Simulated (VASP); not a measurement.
# Sn (Fd-3m) in VASP: band structure with LDA

Aim: the band structure of Sn with LDA.

Everything below comes from runs of VASP 6.6.1. Logs are shortened: lines on timing, memory, paths and dates and some standing lists are left out, and cuts for length are marked.

## (1) The crystal as given

Symmetry: Fd-3m, No. 227, cubic system. Conventional cell: a = 6.473 Å, b = 6.473 Å, c = 6.473 Å, α = 90.00°, β = 90.00°, γ = 90.00°. Sn (site symmetry -43m) is surrounded by 4 Sn at 2.80 Å.

This isn't the form of Sn at room conditions, which is tetragonal (white tin).

## (2) Band structure, LDA

INCAR

```
ALGO     = Normal         # electronic algorithm
EDIFF    = 1E-7           # SCF threshold, eV
ENCUT    = 520            # plane-wave cutoff, eV
GGA      = CA             # functional
ISIF     = 2              # what is computed and relaxed
ISMEAR   = 0              # smearing method
LASPH    = T              # aspherical terms in the spheres
LCHARG   = F              # write CHGCAR
LREAL    = F              # projectors in reciprocal space
LWAVE    = F              # write WAVECAR
NELM     = 80             # most SCF steps
PREC     = Accurate       # precision mode
SIGMA    = 0.02           # smearing width, eV
```

KPOINTS

```
k-points
0
Gamma
  8 8 8
```

POSCAR

```
Sn                                      
1.0
    0.0000000000      3.2362635688      3.2362635688
    3.2362635688      0.0000000000      3.2362635688
    3.2362635688      3.2362635688      0.0000000000
  Sn            
     2
Direct
     0.0000000000000000    0.0000000000000000    0.0000000000000000
     0.2500000000000000    0.2500000000000000    0.2500000000000000
```

KPOINTS_OPT

```
path GXWKGLUWLK,UX
15
line-mode
reciprocal
 0.0000000000  0.0000000000  0.0000000000  G
 0.5000000000  0.0000000000  0.5000000000  X

 0.5000000000  0.0000000000  0.5000000000  X
 0.5000000000  0.2500000000  0.7500000000  W

 0.5000000000  0.2500000000  0.7500000000  W
 0.3750000000  0.3750000000  0.7500000000  K

 0.3750000000  0.3750000000  0.7500000000  K
 0.0000000000  0.0000000000  0.0000000000  G

 0.0000000000  0.0000000000  0.0000000000  G
 0.5000000000  0.5000000000  0.5000000000  L

 0.5000000000  0.5000000000  0.5000000000  L
 0.6250000000  0.2500000000  0.6250000000  U

 0.6250000000  0.2500000000  0.6250000000  U
 0.5000000000  0.2500000000  0.7500000000  W

 0.5000000000  0.2500000000  0.7500000000  W
 0.5000000000  0.5000000000  0.5000000000  L

 0.5000000000  0.5000000000  0.5000000000  L
 0.3750000000  0.3750000000  0.7500000000  K

 0.6250000000  0.2500000000  0.6250000000  U
 0.5000000000  0.0000000000  0.5000000000  X
```

Potentials or basis: VASP PAW LDA potentials, release 64 (Sn_d).

Launch:

```bash
$ cat potpaw_LDA.64/Sn_d/POTCAR > POTCAR
$ mpirun -np 1 vasp_std > vasp.out
```

OUTCAR:

```text
EDIFF = 1E-7
   ENCUT = 520
   GGA = CA
   ISIF = 2
   ISMEAR = 0
   LASPH = T
   LREAL = F
   NELM = 80
   PREC = Accurate

 ion  position               nearest neighbor table
   1  0.000  0.000  0.000-   2 2.80   2 2.80   2 2.80   2 2.80
   2  0.250  0.250  0.250-   1 2.80   1 2.80   1 2.80   1 2.80

  LATTYP: Found a face centered cubic cell.
 ALAT       =     6.4725271376

  Lattice vectors:

 A1 = (   0.0000000000,   3.2362635688,   3.2362635688)
 A2 = (   3.2362635688,   0.0000000000,   3.2362635688)
 A3 = (   3.2362635688,   3.2362635688,   0.0000000000)

Analysis of symmetry for initial positions (statically):
=====================================================================
 Subroutine PRICEL returns:
 Original cell was already a primitive cell.

 Routine SETGRP: Setting up the symmetry group for a
 face centered cubic supercell.

 Subroutine GETGRP returns: Found 48 space group operations
 (whereof 24 operations were pure point group operations)
 out of a pool of 48 trial point group operations.

The static configuration has the point symmetry T_d .
 The point group associated with its full space group is O_h .

Analysis of symmetry for dynamics (positions and initial velocities):
=====================================================================
 Subroutine PRICEL returns:
 Original cell was already a primitive cell.

 Routine SETGRP: Setting up the symmetry group for a
 face centered cubic supercell.

 Subroutine GETGRP returns: Found 48 space group operations
 (whereof 24 operations were pure point group operations)
 out of a pool of 48 trial point group operations.

The dynamic configuration has the point symmetry T_d .
 The point group associated with its full space group is O_h .

 Subroutine INISYM returns: Found 48 space group operations
 (whereof 24 operations are pure point group operations),
 and found     1 'primitive' translations

----------------------------------------------------------------------------------------

                                     Primitive cell

  volume of cell :      67.7894

  direct lattice vectors                    reciprocal lattice vectors
     0.000000000  3.236263569  3.236263569    -0.154499159  0.154499159  0.154499159
     3.236263569  0.000000000  3.236263569     0.154499159 -0.154499159  0.154499159
     3.236263569  3.236263569  0.000000000     0.154499159  0.154499159 -0.154499159

  length of vectors
     4.576767830  4.576767830  4.576767830     0.267600393  0.267600393  0.267600393

  position of ions in fractional coordinates (direct lattice)
     0.000000000  0.000000000  0.000000000
     0.250000000  0.250000000  0.250000000

  ion indices of the primitive-cell ions
   primitive index   ion index
                 1           1
                 2           2

----------------------------------------------------------------------------------------

 KPOINTS: k-points

Automatic generation of k-mesh.
 Grid dimensions read from file:
 generate k-points for:    8    8    8

 Generating k-lattice:

  Cartesian coordinates                     Fractional coordinates (reciprocal lattice)
    -0.019312395  0.019312395  0.019312395     0.125000000  0.000000000  0.000000000
     0.019312395 -0.019312395  0.019312395     0.000000000  0.125000000  0.000000000
     0.019312395  0.019312395 -0.019312395     0.000000000  0.000000000  0.125000000

  Length of vectors
     0.033450049  0.033450049  0.033450049

  Shift w.r.t. Gamma in fractional coordinates (k-lattice)
     0.000000000  0.000000000  0.000000000

 Subroutine IBZKPT returns following result:
 ===========================================

 Found     29 irreducible k-points:

 Following reciprocal coordinates:
            Coordinates               Weight
  0.000000  0.000000  0.000000      1.000000
  0.125000  0.000000  0.000000      8.000000
  0.250000  0.000000  0.000000      8.000000
  0.375000  0.000000  0.000000      8.000000
  0.500000  0.000000  0.000000      4.000000
  0.125000  0.125000  0.000000      6.000000
[... 16 lines left out ...]
  0.500000  0.250000  0.125000     48.000000
 -0.375000  0.250000  0.125000     24.000000
 [... further k-points ...]
   k-points           NKPTS =     29   k-points in BZ     NKDIM =     29   number of bands    NBANDS=     18
   number of dos      NEDOS =    301   number of ions     NIONS =      2
   total plane-waves  NPLWV =  46656
   dimension x,y,z NGX =    36 NGY =   36 NGZ =   36
   dimension x,y,z NGXF=    72 NGYF=   72 NGZF=   72
   ions per type =               2
   NGX,Y,Z   is equivalent  to a cutoff of  13.08, 13.08, 13.08 a.u.
   NGXF,Y,Z  is equivalent  to a cutoff of  26.15, 26.15, 26.15 a.u.
 SYSTEM =  unknown system
   PREC   = accura    normal or accurate (medium, high low for compatibility)
   ISTART =      0    job   : 0-new  1-cont  2-samecut
   ICHARG =      2    charge: 1-file 2-atom 10-const
   ISPIN  =      1    spin polarized calculation?
   LNONCOLLINEAR =      F non collinear calculations
   LSORBIT =      F    spin-orbit coupling
   LASPH  =      T    aspherical Exc in radial PAW
   ENCUT  =  520.0 eV  38.22 Ry    6.18 a.u.   8.51  8.51  8.51*2*pi/ulx,y,z
   NELM   =     80;   NELMIN=  2; NELMDL= -5     # of ELM steps
   EDIFF  = 0.1E-06   stopping-criterion for ELM
   LREAL  =      F    real-space projection
   EDIFFG = 0.1E-05   stopping-criterion for IOM
   NSW    =      0    number of steps for IOM
   IBRION =     -1    ionic relax: 0-MD 1-quasi-New 2-CG
   NFREE  =      0    steps in history (QN), initial steepest desc. (CG)
   ISIF   =      2    stress and relaxation
   ISYM   =      2    0-nonsym 1-usesym 2-fastsym
   POTIM  = 0.5000    time-step for ionic-motion
   TEBEG  =    0.0;   TEEND  =   0.0 temperature during run
   PSTRESS=    0.0 pullay stress
   NELECT =      28.0000    total number of electrons
   NUPDOWN=      -1.0000    fix difference up-down
   EMIN   =  10.00;   EMAX   =-10.00  energy-range for DOS
   EFERMI =   0.00;   METHOD = LEGACY
   ISMEAR =     0;   SIGMA  =   0.02  broadening in eV -4-tet -1-fermi 0-gaus
   EFERMI_NEDOS =   21; number of points for ismear=-14 and -15
   IALGO  =     38    algorithm
   IMIX   =      4    mixing-type and parameters
     AMIX     =   0.40;   BMIX     =  1.00
     AMIX_MAG =   1.60;   BMIX_MAG =  1.00
  volume/ion in A,a.u.               =      33.89       228.73
  Fermi-wavevector in a.u.,A,eV,Ry     =   1.219196  2.303947 20.224238  1.486440
  Thomas-Fermi vector in A             =   2.354457
   LORBIT       =      0    0 simple, 1 ext, 2 COOP (PROOUT), +10 PAW based schemes
   GGA     = CA    functional components
   LHFCALC =     F    Hartree Fock is set to
   AEXX    =    0.0000 exact exchange contribution
   IVDW    =     0    specifies the selected vdW correction
   LEPSILON=     F    determine dielectric tensor
   LRPA    =     F    only Hartree local field effects (RPA)
 non-spin polarized calculation
 Gauss-broadening in eV      SIGMA  =   0.02
  energy-cutoff  :      520.00
  volume of cell :       67.79
 maximum number of plane-waves:      1850
 NGX is ok and might be reduce to    36
   NGX = 17   NGY = 17   NGZ = 17

 number of electron      28.0000007 magnetization

 Free energy of the ion-electron system (eV)
  ---------------------------------------------------
  ext. energy  EPLUGINS =         0.00000000
  ---------------------------------------------------
  free energy    TOTEN  =        -8.93321949 eV

  energy without entropy =       -8.93313134  energy(sigma->0) =       -8.93317541

 E-fermi :   5.3669     XC(G=0):  -9.2270

 val. band max:        5.2516198307   @ k =   0.1250   0.0000   0.0000
 cond. band min:       5.3668967756   @ k =   0.5000   0.0000   0.0000
 fundamental gap:      0.1152769450
 Fermi energy:         5.3668967756

 k-point     1 :       0.0000    0.0000    0.0000
  band No.  band energies     occupation
      1     -16.1758      2.00000
      2     -16.1758      2.00000
      3     -16.1758      2.00000
      4     -16.1133      2.00000
      5     -16.1133      2.00000
      6     -15.7944      2.00000
[... 10 lines left out ...]
     17       7.6004      0.00000
     18       7.6004      0.00000

 k-point     2 :       0.1250    0.0000    0.0000
  band No.  band energies     occupation
      1     -16.1869      2.00000
      2     -16.1869      2.00000
      3     -16.1720      2.00000
      4     -16.0976      2.00000
      5     -16.0976      2.00000
      6     -15.8165      2.00000
[... 10 lines left out ...]
     17       7.9684      0.00000
     18       8.2711      0.00000

 k-point     3 :       0.2500    0.0000    0.0000
  band No.  band energies     occupation
      1     -16.2021      2.00000
      2     -16.2021      2.00000
      3     -16.1624      2.00000
      4     -16.0723      2.00000
      5     -16.0723      2.00000
      6     -15.8391      2.00000
[... 10 lines left out ...]
     17       8.5047      0.00000
     18       9.9055      0.00000

 k-point     4 :       0.3750    0.0000    0.0000
  band No.  band energies     occupation
      1     -16.2107      2.00000
      2     -16.2107      2.00000
      3     -16.1524      2.00000
      4     -16.0557      2.00000
      5     -16.0557      2.00000
      6     -15.8517      2.00000
[... 375 lines left out ...]
      4     -16.0605      2.00000
      5     -16.0207      2.00000
      6     -15.9129      2.00000
[... 10 lines left out ...]
     17       9.3711      0.00000
     18      10.0194      0.00000

 k-point    23 :       0.5000    0.2500    0.1250
  band No.  band energies     occupation
      1     -16.2361      2.00000
      2     -16.2243      2.00000
      3     -16.1157      2.00000
      4     -16.0380      2.00000
      5     -16.0013      2.00000
      6     -15.9273      2.00000
[... 10 lines left out ...]
     17       9.4936      0.00000
     18      10.5380      0.00000

 k-point    24 :      -0.3750    0.2500    0.1250
  band No.  band energies     occupation
      1     -16.2438      2.00000
      2     -16.2267      2.00000
      3     -16.1005      2.00000
      4     -16.0214      2.00000
      5     -16.0029      2.00000
      6     -15.9212      2.00000
[... 10 lines left out ...]
     17      10.1814      0.00000
     18      10.9889      0.00000

 [... further k-points ...]
[... 5 lines left out ...]
  --------------------------------------------------------------------------------------
  -------------------------------------------------------------------------------------
  Total       -0.0025230     -0.0025230     -0.0025230      0.0000000      0.0000000      0.0000000
  in kB       -0.0596297     -0.0596297     -0.0596297      0.0000000      0.0000000      0.0000000
  external PRESSURE =      -0.0596297 kB  Pullay stress =       0.0000000 kB

 VOLUME and BASIS-vectors are now :
 -----------------------------------------------------------------------------
  energy-cutoff  :      520.00
  volume of cell :       67.79
      direct lattice vectors                 reciprocal lattice vectors
     0.000000000  3.236263569  3.236263569    -0.154499159  0.154499159  0.154499159
     3.236263569  0.000000000  3.236263569     0.154499159 -0.154499159  0.154499159
     3.236263569  3.236263569  0.000000000     0.154499159  0.154499159 -0.154499159

 POSITION                                       TOTAL-FORCE (eV/Angst)
 -----------------------------------------------------------------------------------
      0.00000      0.00000      0.00000        -0.000000     -0.000000     -0.000000
      1.61813      1.61813      1.61813         0.000000      0.000000      0.000000
 -----------------------------------------------------------------------------------
    total drift:                                0.000000      0.000000      0.000000

  FREE ENERGIE OF THE ION-ELECTRON SYSTEM (eV)
  ---------------------------------------------------
  free  energy   TOTEN  =        -8.9332194916 eV

  energy  without entropy=       -8.9331313370  energy(sigma->0) =       -8.93317541
```

Run time: 50 s. Hardware: 1 thread of Intel Xeon 6975P-C (Granite Rapids), shared host; peak memory 0.19 GiB.

What came out:

```yaml
Free_energy: -8.9332 eV
Pressure: 0.0 GPa
Band_gap_along_the_path: none (metal or under the smearing width)
```

Levels at the corners of the path, in eV from the Fermi level:
| point | band 11 | band 12 | band 13 | band 14 | band 15 | band 16 | band 17 | band 18 |
| --- | --- | --- | --- | --- | --- | --- | --- | --- |
| Γ | -10.61 | -0.65 | 0.17 | 0.17 | 0.17 | 2.23 | 2.23 | 2.23 |
| X | -7.50 | -7.50 | -2.40 | -2.40 | 0.84 | 0.84 | 7.79 | 7.79 |
| X | -7.50 | -7.50 | -2.40 | -2.40 | 0.84 | 0.84 | 7.79 | 7.79 |
| W | -7.44 | -7.44 | -3.00 | -3.00 | 3.48 | 3.48 | 4.08 | 4.08 |
| W | -7.44 | -7.44 | -3.00 | -3.00 | 3.48 | 3.48 | 4.08 | 4.08 |
| K | -7.90 | -7.01 | -3.33 | -2.04 | 1.12 | 3.41 | 5.80 | 6.09 |
| K | -7.90 | -7.01 | -3.33 | -2.04 | 1.12 | 3.41 | 5.80 | 6.09 |
| Γ | -10.61 | -0.65 | 0.17 | 0.17 | 0.17 | 2.23 | 2.23 | 2.23 |
| Γ | -10.61 | -0.65 | 0.17 | 0.17 | 0.17 | 2.23 | 2.23 | 2.23 |
| L | -8.98 | -6.28 | -1.04 | -1.04 | 0.00 | 3.31 | 3.31 | 5.61 |
| L | -8.98 | -6.28 | -1.04 | -1.04 | 0.00 | 3.31 | 3.31 | 5.61 |
| U | -7.90 | -7.01 | -3.33 | -2.04 | 1.12 | 3.41 | 5.80 | 6.09 |
| U | -7.90 | -7.01 | -3.33 | -2.04 | 1.12 | 3.41 | 5.80 | 6.09 |
| W | -7.44 | -7.44 | -3.00 | -3.00 | 3.48 | 3.48 | 4.08 | 4.08 |
| W | -7.44 | -7.44 | -3.00 | -3.00 | 3.48 | 3.48 | 4.08 | 4.08 |
| L | -8.98 | -6.28 | -1.04 | -1.04 | 0.00 | 3.31 | 3.31 | 5.61 |
| L | -8.98 | -6.28 | -1.04 | -1.04 | 0.00 | 3.31 | 3.31 | 5.61 |
| K | -7.90 | -7.01 | -3.33 | -2.04 | 1.12 | 3.41 | 5.80 | 6.09 |
| U | -7.90 | -7.01 | -3.33 | -2.04 | 1.12 | 3.41 | 5.80 | 6.09 |
| X | -7.50 | -7.50 | -2.40 | -2.40 | 0.84 | 0.84 | 7.79 | 7.79 |

Caveat: spin-orbit coupling is left out, which moves the levels of the heavy elements.
